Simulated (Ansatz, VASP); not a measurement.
**One calculation of CdS, two programs**

```
Cd S
1.0
     4.26117    0.00000    0.00000
    -2.13058    3.69028    0.00000
     0.00000    0.00000    5.80417
Cd S
1 1
Direct
  0.93903 0.87806 0.44269
  0.66667 0.33333 0.43431
```

Alike in both runs: task single point; functional PBE; dispersion D3(BJ); k mesh 9 × 9 × 6; occupations gaussian, width 0.05 eV; no spin polarisation.

|  | VASP | Ansatz |
| --- | --- | --- |
| version | VASP 6.6.1 | Ansatz 0.2.0 |
| potentials or method | VASP PAW PBE potentials, release 64 (Cd, S) | scalar-relativistic, plane waves, PAW |
| plane-wave cutoff (eV) | 520 | 420 |
| valence electrons in the cell | 18 | 26 |

```tsv
	VASP	Ansatz	Ansatz less VASP
gap on the k mesh at the Fermi level (eV)	1.08	1.07	-0.015
least direct gap on the mesh (eV)	1.09	1.07	-0.015
pressure (GPa)	6.2	5.8	-0.35
largest component of the traceless stress (GPa)	17.36	16.77	-0.593
rms of the force components (eV/Å)	4.911	4.777	-0.1342
```

Atom by atom the forces differ by 0.134 eV/Å (rms over components). The functional is the same, so the differences come from potentials, cutoffs and numerics. The two sets of potentials don't hold the same shells in valence.

Caveats: an odd mesh through Γ misses points on the zone boundary, where band edges often lie; forces of over 1 eV/Å show positions far from the minimum, so gaps and moduli don't describe the material at rest.
